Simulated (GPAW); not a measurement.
# Ni (Fm-3m) in GPAW: further runs

The runs below take Ni through single point, with r2SCAN, PBEsol, LDA.

Everything below comes from runs of GPAW 26.7.0. Logs are shortened: lines on timing, memory, paths and dates and some standing lists are left out, and cuts for length are marked. The log counts tension as positive stress, the text compression.

**1. The structure**

It takes space group Fm-3m (No. 225, cubic). Conventional cell: a = 3.475 Å, b = 3.475 Å, c = 3.475 Å, α = 90.00°, β = 90.00°, γ = 90.00°. Ni (site symmetry m-3m) has 12 Ni at 2.46 Å as nearest neighbours.

**2. Single point, r2SCAN, collinear spin, ferromagnetic start**

Input file run.py:

```python
import spglib
from ase import Atoms
from ase.dft.bandgap import bandgap
from ase.io import read, write
from ase.units import GPa
from gpaw import GPAW, PW

atoms = read('Ni.cif')
cell, positions, numbers = spglib.find_primitive(
    (atoms.cell[:], atoms.get_scaled_positions(), atoms.numbers), symprec=1e-4)
atoms = Atoms(numbers, cell=cell, scaled_positions=positions, pbc=True)
atoms.set_initial_magnetic_moments([2.0])

calc = GPAW(mode=PW(400),
            xc='MGGA_X_R2SCAN+MGGA_C_R2SCAN',
            kpts={'size': (11, 11, 11), 'gamma': True},
            occupations={'name': 'fermi-dirac', 'width': 0.05},
            nbands=17,
            maxiter=120,
            txt='gpaw.txt')
atoms.calc = calc
energy = atoms.get_potential_energy()
forces = atoms.get_forces()
stress = atoms.get_stress()
calc.write('gs.gpw')
write('result.traj', atoms)
print(f'Energy: {energy:.6f} eV')
print('Forces (eV/A):')
print(forces.round(4))
print('Stress (GPa):', (stress / GPa).round(3))
print('Moments:', calc.get_magnetic_moments().round(3))
print('Fermi level:', round(calc.get_fermi_level(), 4), 'eV')
print(f'Gap: {bandgap(calc)[0]:.4f} eV, direct: {bandgap(calc, direct=True)[0]:.4f} eV')
```

Input file Ni.cif:

```cif
data_Ni
_cell_length_a 3.47514587
_cell_length_b 3.47514587
_cell_length_c 3.47514587
_cell_angle_alpha 90.00000000
_cell_angle_beta 90.00000000
_cell_angle_gamma 90.00000000
_space_group_name_H-M_alt 'Fm-3m'
_space_group_name_Hall '-F 4 2 3'
_space_group_IT_number 225
loop_
_space_group_symop_operation_xyz
'x,y,z'
'-x,-y,-z'
'-y,x,z'
'y,-x,-z'
'-x,-y,z'
'x,y,-z'
'y,-x,z'
'-y,x,-z'
'x,-y,-z'
'-x,y,z'
'-y,-x,-z'
'y,x,z'
'-x,y,-z'
'x,-y,z'
'y,x,-z'
'-y,-x,z'
'z,x,y'
'-z,-x,-y'
'z,-y,x'
'-z,y,-x'
'z,-x,-y'
'-z,x,y'
'z,y,-x'
'-z,-y,x'
'-z,x,-y'
'z,-x,y'
'-z,-y,-x'
'z,y,x'
'-z,-x,y'
'z,x,-y'
'-z,y,x'
'z,-y,-x'
'y,z,x'
'-y,-z,-x'
'x,z,-y'
'-x,-z,y'
'-y,z,-x'
'y,-z,x'
'-x,z,y'
'x,-z,-y'
'-y,-z,x'
'y,z,-x'
'-x,-z,-y'
'x,z,y'
'y,-z,-x'
'-y,z,x'
'x,-z,y'
'-x,z,-y'
'x,y+1/2,z+1/2'
'-x,-y+1/2,-z+1/2'
'-y,x+1/2,z+1/2'
[... 62 lines left out ...]
'-z+1/2,-x,-y+1/2'
'z+1/2,-y,x+1/2'
'-z+1/2,y,-x+1/2'
'z+1/2,-x,-y+1/2'
'-z+1/2,x,y+1/2'
'z+1/2,y,-x+1/2'
'-z+1/2,-y,x+1/2'
'-z+1/2,x,-y+1/2'
'z+1/2,-x,y+1/2'
'-z+1/2,-y,-x+1/2'
'z+1/2,y,x+1/2'
'-z+1/2,-x,y+1/2'
'z+1/2,x,-y+1/2'
'-z+1/2,y,x+1/2'
'z+1/2,-y,-x+1/2'
'y+1/2,z,x+1/2'
'-y+1/2,-z,-x+1/2'
'x+1/2,z,-y+1/2'
'-x+1/2,-z,y+1/2'
'-y+1/2,z,-x+1/2'
'y+1/2,-z,x+1/2'
'-x+1/2,z,y+1/2'
'x+1/2,-z,-y+1/2'
'-y+1/2,-z,x+1/2'
'y+1/2,z,-x+1/2'
'-x+1/2,-z,-y+1/2'
'x+1/2,z,y+1/2'
'y+1/2,-z,-x+1/2'
'-y+1/2,z,x+1/2'
'x+1/2,-z,y+1/2'
'-x+1/2,z,-y+1/2'
'x+1/2,y+1/2,z'
'-x+1/2,-y+1/2,-z'
'-y+1/2,x+1/2,z'
'y+1/2,-x+1/2,-z'
'-x+1/2,-y+1/2,z'
'x+1/2,y+1/2,-z'
'y+1/2,-x+1/2,z'
'-y+1/2,x+1/2,-z'
'x+1/2,-y+1/2,-z'
'-x+1/2,y+1/2,z'
'-y+1/2,-x+1/2,-z'
'y+1/2,x+1/2,z'
'-x+1/2,y+1/2,-z'
'x+1/2,-y+1/2,z'
'y+1/2,x+1/2,-z'
'-y+1/2,-x+1/2,z'
'z+1/2,x+1/2,y'
'-z+1/2,-x+1/2,-y'
'z+1/2,-y+1/2,x'
'-z+1/2,y+1/2,-x'
'z+1/2,-x+1/2,-y'
'-z+1/2,x+1/2,y'
'z+1/2,y+1/2,-x'
'-z+1/2,-y+1/2,x'
'-z+1/2,x+1/2,-y'
'z+1/2,-x+1/2,y'
'-z+1/2,-y+1/2,-x'
'z+1/2,y+1/2,x'
'-z+1/2,-x+1/2,y'
'z+1/2,x+1/2,-y'
'-z+1/2,y+1/2,x'
'z+1/2,-y+1/2,-x'
'y+1/2,z+1/2,x'
'-y+1/2,-z+1/2,-x'
'x+1/2,z+1/2,-y'
'-x+1/2,-z+1/2,y'
'-y+1/2,z+1/2,-x'
'y+1/2,-z+1/2,x'
'-x+1/2,z+1/2,y'
'x+1/2,-z+1/2,-y'
'-y+1/2,-z+1/2,x'
'y+1/2,z+1/2,-x'
'-x+1/2,-z+1/2,-y'
'x+1/2,z+1/2,y'
'y+1/2,-z+1/2,-x'
'-y+1/2,z+1/2,x'
'x+1/2,-z+1/2,y'
'-x+1/2,z+1/2,-y'
loop_
_atom_site_label
_atom_site_type_symbol
_atom_site_symmetry_multiplicity
_atom_site_Wyckoff_symbol
_atom_site_fract_x
_atom_site_fract_y
_atom_site_fract_z
_atom_site_occupancy
Ni1 Ni 4 a 0.0000000000 0.0000000000 0.0000000000 1
```

Potentials or basis: GPAW PAW data sets (gpaw-data 1.2.1), pw.

On the command line:

```
OMP_NUM_THREADS=1 python run.py
```

gpaw.txt:

```text
__  _  _
 | _ |_)|_||  |
 |__||  | ||/\| - 26.7.0

Input parameters:
  mode=PW(ecut=400.0),
  kpts=MonkhorstPack(size=(11, 11, 11), gamma=True),
  maxiter=120,
  nbands=17,
  occupations=Occupations(name='fermi-dirac', width=0.05),
  xc=XC(name='MGGA_X_R2SCAN+MGGA_C_R2SCAN')

Diagonalizing LCAO Hamiltonian
Converting LCAO to pw mode

       Ni

Atoms  # Å, Bohr magnetons
|   | symbol |        x |        y |        z |    initial magnetic moments |
|---|--------|----------|----------|----------|-----------------------------|
| 0 |     Ni | 0.000000 | 0.000000 | 0.000000 | ( 0.0000,  0.0000,  2.0000) |

Unit cell  # Å
| periodic |        x |        y |        z |  lengths |    angles |
|----------|----------|----------|----------|----------|-----------|
|      yes | 0.000000 | 1.737573 | 1.737573 | 2.457299 | 60.000000 |
|      yes | 1.737573 | 0.000000 | 1.737573 | 2.457299 | 60.000000 |
|      yes | 1.737573 | 1.737573 | 0.000000 | 2.457299 | 60.000000 |

Number of symmetries: 48
Symmetry operations  # r_c * U_cc + t_c -> r_c
|    | kind |            matrix            |
|----|------|------------------------------|
|  0 |  σ   |  1, 0, 0,  1, 0,-1,  1,-1, 0 |
|  1 |  C2  |  1, 0, 0,  1,-1, 0,  1, 0,-1 |
|  2 |  E   |  1, 0, 0,  0, 1, 0,  0, 0, 1 |
|  3 |  σ   |  1, 0, 0,  0, 0, 1,  0, 1, 0 |
|  4 |  C4  |  1, 0,-1,  1, 0, 0,  1,-1, 0 |
|  5 |  S6  |  1, 0,-1,  1,-1, 0,  1, 0, 0 |
|  6 |  σ   |  1, 0,-1,  0, 1,-1,  0, 0,-1 |
|  7 |  C3  |  1, 0,-1,  0, 0,-1,  0, 1,-1 |
|  8 |  S6  |  1,-1, 0,  1, 0, 0,  1, 0,-1 |
|  9 |  C4  |  1,-1, 0,  1, 0,-1,  1, 0, 0 |
| 10 |  C3  |  1,-1, 0,  0,-1, 1,  0,-1, 0 |
| 11 |  σ   |  1,-1, 0,  0,-1, 0,  0,-1, 1 |
| 12 |  σ   |  0, 1, 0,  1, 0, 0,  0, 0, 1 |
| 13 |  C4  |  0, 1, 0,  0, 1,-1, -1, 1, 0 |
| 14 |  C3  |  0, 1, 0,  0, 0, 1,  1, 0, 0 |
| 15 |  S6  |  0, 1, 0, -1, 1, 0,  0, 1,-1 |
| 16 |  C2  |  0, 1,-1,  1, 0,-1,  0, 0,-1 |
| 17 |  σ   |  0, 1,-1,  0, 1, 0, -1, 1, 0 |
| 18 |  S4  |  0, 1,-1,  0, 0,-1,  1, 0,-1 |
| 19 |  C4  |  0, 1,-1, -1, 1, 0,  0, 1, 0 |
| 20 |  C3  |  0, 0, 1,  1, 0, 0,  0, 1, 0 |
| 21 |  σ   |  0, 0, 1,  0, 1, 0,  1, 0, 0 |
| 22 |  S6  |  0, 0, 1,  0,-1, 1, -1, 0, 1 |
| 23 |  C4  |  0, 0, 1, -1, 0, 1,  0,-1, 1 |
| 24 |  S4  |  0, 0,-1,  1, 0,-1,  0, 1,-1 |
| 25 |  C3  |  0, 0,-1,  0, 1,-1,  1, 0,-1 |
| 26 |  C2  |  0, 0,-1,  0,-1, 0, -1, 0, 0 |
| 27 |  S6  |  0, 0,-1, -1, 0, 0,  0,-1, 0 |
| 28 |  S4  |  0,-1, 1,  1,-1, 0,  0,-1, 0 |
| 29 |  C4  |  0,-1, 1,  0, 0, 1, -1, 0, 1 |
| 30 |  C2  |  0,-1, 1,  0,-1, 0,  1,-1, 0 |
| 31 |  σ   |  0,-1, 1, -1, 0, 1,  0, 0, 1 |
| 32 |  C3  |  0,-1, 0,  1,-1, 0,  0,-1, 1 |
| 33 |  S6  |  0,-1, 0,  0, 0,-1, -1, 0, 0 |
| 34 |  S4  |  0,-1, 0,  0,-1, 1,  1,-1, 0 |
| 35 |  C2  |  0,-1, 0, -1, 0, 0,  0, 0,-1 |
| 36 |  C2  | -1, 1, 0,  0, 1, 0,  0, 1,-1 |
| 37 |  S6  | -1, 1, 0,  0, 1,-1,  0, 1, 0 |
| 38 |  S4  | -1, 1, 0, -1, 0, 1, -1, 0, 0 |
| 39 |  C3  | -1, 1, 0, -1, 0, 0, -1, 0, 1 |
| 40 |  S6  | -1, 0, 1,  0, 0, 1,  0,-1, 1 |
| 41 |  C2  | -1, 0, 1,  0,-1, 1,  0, 0, 1 |
| 42 |  C3  | -1, 0, 1, -1, 1, 0, -1, 0, 0 |
| 43 |  S4  | -1, 0, 1, -1, 0, 0, -1, 1, 0 |
| 44 |  C2  | -1, 0, 0,  0, 0,-1,  0,-1, 0 |
| 45 |  i   | -1, 0, 0,  0,-1, 0,  0, 0,-1 |
| 46 |  σ   | -1, 0, 0, -1, 1, 0, -1, 0, 1 |
| 47 |  C2  | -1, 0, 0, -1, 0, 1, -1, 1, 0 |

BZ-sampling:
  Number of BZ points: 1331
  Number of IBZ points: 56

  Monkhorst-Pack size: [11, 11, 11]
  Monkhorst-Pack shift: [0, 0, 0]

K-points  # in reciprocal-cell coordinates
|     |                                coordinates |     weight |
|-----|--------------------------------------------|------------|
|   0 | (  0.00000000,   0.00000000,   0.00000000) | 0.00075131 |
|   1 | (  0.09090909,   0.09090909,   0.00000000) | 0.00450789 |
|   2 | (  0.09090909,   0.09090909,   0.09090909) | 0.00601052 |
|   3 | (  0.18181818,   0.09090909,   0.09090909) | 0.00901578 |
|   4 | (  0.18181818,   0.18181818,   0.00000000) | 0.00450789 |
|   5 | (  0.18181818,   0.18181818,   0.09090909) | 0.01803156 |
|   6 | (  0.18181818,   0.18181818,   0.18181818) | 0.00601052 |
|   7 | (  0.27272727,   0.18181818,   0.09090909) | 0.01803156 |
|   8 | (  0.27272727,   0.18181818,   0.18181818) | 0.01803156 |
|   9 | (  0.27272727,   0.27272727,   0.00000000) | 0.00450789 |
| ... |                                            |            |
|  55 | (  0.45454545,   0.45454545,   0.45454545) | 0.00601052 |

Plane wave coefficients: 199
Cutoff: 400.0 eV

Spin-components: 2 (collinear spins)
Bands:           17
Projectors:      6
Spin-degeneracy: 1
Datatype:        complex128

Parallelization:
  kpt:    1
  domain: 1
  band:   1

Density:
  Valence electrons: 16.0
  Components: 2
  Grid points: [12 12 12]
  Charge: 0.0  # |e|

Potential:
  Grid points: [12 12 12]

species:
  Ni:
    name:    Nickel
    Z:       28.0
    valence: 16
    core:    12
    charge:  0.0  # [|e|]
    compensation charges:
      type: gauss
      rc: 0.36  # [Å]
      lmax: 2
    cutoffs:
      filter: 2.14  # [Å]
      core: 1.98  # [Å]
    projectors
    | kind |    occ | energy [eV] | rcut [Å] |
    |------|--------|-------------|----------|
    |   4s |  2.000 |      -5.642 |    1.164 |
    |   3p |  6.000 |     -71.394 |    1.207 |
    |   4p |  0.000 |      -1.226 |    1.207 |
    |   3d |  8.000 |      -8.875 |    1.138 |
    |    s |        |      21.570 |    1.164 |
    |    d |        |      18.337 |    1.138 |

    Using partial waves for Ni as LCAO basis

Reference energy: -41367.998447  # eV

eigensolver:
  PPCG
  Converge bands: occupied
  niter=2

density mixing:
  MSR1-Mixer
  Pratt-step length: 0.05
  Maximum mixing coefficient: 0.75
  Old densities: 10
  SVD Regularization: 0.005
  Good broyden scale: 1.0
  Trust region scale: 1.0
  Backstep threshold: 4.0
  History deletion threshold: 6.0
  Fourier metric: weight=20.0, sigma=0.015

occupation numbers:
  Fermi-Dirac:
    width: 0.0500  # eV

poisson solver:
  ecut: 3200.0  # eV

xc functional:
  name: MGGA_X_R2SCAN+MGGA_C_R2SCAN with 2 nearest neighbor stencil

convergence criteria:
- Maximum [total energy] change in last 3 cyles: 0.0005 eV / valence electron
- Maximum integral of absolute [dens]ity change: 0.0001 electrons / valence electron
- Maximum integral of absolute [eigenst]ate change: 4e-08 eV^2 / valence electron
maximum number of iterations: 120

SCF iterations
|iter     | |      energy | eigst |  dens |  magmom |
|---------|-|-------------|-------|-------|---------|
|iter:   1| |  -13.473031 | -0.22 |       |  +2.0018|
|iter:   2| |  -12.336572 | -1.91 | -1.16 |  +1.9538|
|iter:   3| |-1368243.194314 | +5.47 | -1.14 |-550.0404|
|iter:   4| |  -18.144848 | +2.37 | +1.89 |  +0.7621|
|iter:   5| |  -12.479021 | -0.41 | -0.64 |  +1.2070|
|iter:   6| |  -12.794018 | -2.44 | -1.44 |  +0.8062|
|iter:   7| |  -12.763577 | -3.55 | -1.74 |  +0.7805|
|iter:   8| |  -12.767000 | -4.63 | -2.58 |  +0.7564|
|iter:   9| |  -12.767010c| -5.12 | -2.60 |  +0.7626|
|iter:  10| |  -12.767020c| -6.51 | -3.17 |  +0.7647|
|iter:  11| |  -12.767031c| -7.39 | -3.81 |  +0.7665|
|iter:  12| |  -12.767036c| -7.87c| -4.08c|  +0.7668|

Converged in 12 steps
Energy contributions relative to reference atoms: (reference = -41367.998447)

Energy contributions:
  Kinetic:          16.171534
  Coulomb:         -13.252837
  Zero:              0.105721
  External:          0.000000
  Xc:              -15.785681
  Entropy:          -0.011545
  Spinorbit:         0.000000
  ----------------------------
  Free energy:     -12.772808
  Extrapolated:    -12.767036

dipole moment: (-7.109230, -7.109230, -7.109230)  # |e|*Ang

Total magnetic moment: (0.000000, 0.000000, 0.766824)

Local magnetic moments
|        x |        y |        z |
|----------|----------|----------|
| 0.000000 | 0.000000 | 0.836083 |  # Ni   0

Fermi level: 9.078
Eigenvalues  # (at kpt = [0.000, 0.000, 0.000])
| band index |      eig [eV] | occ [0-1] |      eig [eV] | occ [0-1] |
|------------|---------------|-----------|---------------|-----------|
|          0 |       -57.657 |     1.000 |       -56.241 |     1.000 |
|          1 |       -57.657 |     1.000 |       -56.241 |     1.000 |
|          2 |       -57.657 |     1.000 |       -56.241 |     1.000 |
|          3 |        -0.852 |     1.000 |        -1.229 |     1.000 |
|          4 |         5.867 |     1.000 |         7.309 |     1.000 |
|          5 |         5.867 |     1.000 |         7.309 |     1.000 |
[... 9 lines left out ...]
|         15 |        40.614 |     0.000 |        40.806 |     0.000 |
|         16 |        44.323 |     0.000 |        44.353 |     0.000 |

No gap
No difference between direct/indirect transitions

Forces  # eV/Ang
|       x |        y |       z |
|---------|----------|---------|
| 0.00000 | -0.00000 | 0.00000 |  # Ni   0

Stress tensor  # eV/Ang^3
|         x |         y |         z |
|-----------|-----------|-----------|
| -0.012294 | -0.000000 | -0.000000 |
| -0.000000 | -0.012294 |  0.000000 |
| -0.000000 |  0.000000 | -0.012294 |

# Writing to gs.gpw (mode='')
```

It took 37 s on 1 thread of Arm Neoverse V1, shared host; peak memory 0.2 GiB.

These settings aren't checked as converged: the numbers below hold their error.

Results:

- Free energy: -12.7728 eV
- Pressure: 2.0 GPa
- Band gap on the k mesh: none (metal or under the smearing width)
- Net moment: 0.77 μB per cell
- Site moments: Ni +0.84 μB

Caveat: the cutoff is short for stress and forces, so pressures can be off by a GPa or more; the stock nickel data set gives pressures a few GPa off other programs; the PAW data sets were made with another functional, which shifts forces and pressure a little.

(Continued in part 2 of 2.)
